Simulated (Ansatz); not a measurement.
**A sublattice moved along a line in WS2**

Computed with DFT PBEsol, scalar-relativistic, plane waves, PAW in Ansatz. The runs took a 420 eV cutoff, a Γ-centred 12×12×2 mesh and Gaussian smearing (0.05 eV). Spin–orbit coupling is left out, which matters for the heavy elements here. No spin polarisation. Energies are free energies at this smearing, counted from the undisturbed cell; pressure is positive in compression.

The undisturbed cell (relaxed at this level; this form isn't the usual structure):

```xyz
3
Lattice="3.1458 0.0000 0.0000 -1.5729 2.7243 0.0000 0.0000 0.0000 16.9534" Properties=species:S:1:pos:R:3 pbc="T T T"
W     0.0000    1.8162    0.0000
S     1.5729    0.9081   15.3865
S     1.5729    0.9081    1.5669
```

The cell holds layers and no dispersion correction was added, so their binding is poorly described.

Every S atom is moved by x along the Cartesian unit vector (0.000, 0.000, 1.000); the cell and all other atoms stay fixed.

```
  x (Å)  ΔE (meV/cell)
-0.1000          167.0
-0.0500           41.8
 0.0000            0.0
 0.0125            2.6
 0.0250           10.5
 0.0375           23.5
 0.0625           65.4
 0.0750           94.1
 0.0875          127.9
```

**Question.** Predict the gap on the mesh (eV) at each point.

**Answer.**
| x (Å) | gap on the mesh (eV) |
| --- | --- |
| -0.1000 | 1.85 |
| -0.0500 | 1.94 |
| 0.0000 | 1.94 |
| 0.0125 | 1.94 |
| 0.0250 | 1.94 |
| 0.0375 | 1.94 |
| 0.0625 | 1.94 |
| 0.0750 | 1.94 |
| 0.0875 | 1.90 |